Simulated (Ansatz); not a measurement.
# How the band gap moves from PBE to HSE06

Computed band gap (eV) at each level. Gaps hold for the cell as given (a database cell, not always the measured one). They are the smaller of the mesh's gap and, where one was run, the band path's. † marks indirect gaps read on the mesh alone; where an edge lies between its points they come out too high, by up to a few tenths of an eV. Brackets give the space group and the cell's volume in Å³ per atom. Spin polarisation and spin-orbit coupling are off unless named.

- PBE: Ansatz (PAW datasets made for the crystal) for YN, SiC, GaP, MgS, C; Ansatz (all-electron LAPW, scalar-relativistic) for PbSe, ZnSe; cutoffs 200 to 540 eV for plane waves; k meshes of 216 to 1000 points
- HSE06: Ansatz (PAW datasets made for the crystal); cutoffs 220 to 600 eV; k meshes of 64 to 1000 points

| crystal | PBE | HSE06 |
| --- | --- | --- |
| YN (Fm-3m; 14.50) | 0.17† | 1.07† |
| PbSe (Fm-3m; 28.67) | 0.29 | 0.68 |
| ZnSe (F-43m; 22.76) | 1.29 | 2.44 |
| SiC (F-43m; 10.35) | 1.36† | 2.23† |
| GaP (F-43m; 20.24) | 1.65† | 2.29† |
| MgS (Fm-3m; 17.61) | 2.78† | 3.80† |
| C (Fd-3m; 5.67) | 4.18† | 5.32† |

HSE06 lies above PBE in 7 of 7 crystals, with a median shift of +0.90 eV (+0.39 eV for PbSe to +1.15 eV for ZnSe); a straight line gives HSE06 ≈ 1.11 × PBE + 0.68 eV with a scatter of 0.21 eV. The figures use the values as printed. No column holds spin-orbit coupling, which bears on the band edges of PbSe, ZnSe and lowers the gaps of lead salts by tenths of an eV. Exact exchange on meshes of this size isn't fully converged. Columns can differ in potentials, basis sets, cutoffs, meshes and task within a row, which adds scatter of its own. Where several set-ups ran one level, the entry is one near their median; a run lay far from it for ZnSe.
